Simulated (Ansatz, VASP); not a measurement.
In2O3 in VASP and in Ansatz

```
In O
1.0
     2.78772    1.60949    4.91912
    -2.78772    1.60949    4.91912
     0.00000   -3.21898    4.91912
In O
4 6
Direct
  0.35721 0.35721 0.35721
  0.14279 0.14279 0.14279
  0.64279 0.64279 0.64279
  0.85721 0.85721 0.85721
  0.54655 0.95345 0.25000
  0.25000 0.54655 0.95345
  0.95345 0.25000 0.54655
  0.45345 0.04655 0.75000
  0.75000 0.45345 0.04655
  0.04655 0.75000 0.45345
```

Alike in both runs: functional PBE; k mesh 6 × 6 × 6; no spin polarisation.

Ansatz relaxed the structure, and its values are those at the end. VASP's run is a single point on that final structure, the one shown.

```csv
,VASP,Ansatz
version,VASP 6.6.1,Ansatz 0.2.0
potentials or method,"VASP PAW PBE potentials, release 64 (In_d, O)","scalar-relativistic, plane waves, PAW"
plane-wave cutoff (eV),520,420
occupations,"gaussian, width 0.01 eV",fixed
valence electrons in the cell,88,88
```

|  | VASP | Ansatz | Ansatz less VASP |
| --- | --- | --- | --- |
| gap on the k mesh at the Fermi level (eV) | 0.96 | 0.97 | +0.007 |
| least direct gap on the mesh (eV) | 1.04 | 1.04 | +0.007 |
| pressure (GPa) | 0.4 | 0.0 | -0.39 |
| rms of the force components (eV/Å) | 0.007 | 0.000 | -0.0065 |

Caveats: spin-orbit coupling is left out, which moves the levels of the heavy elements. A k mesh can miss the band edges.
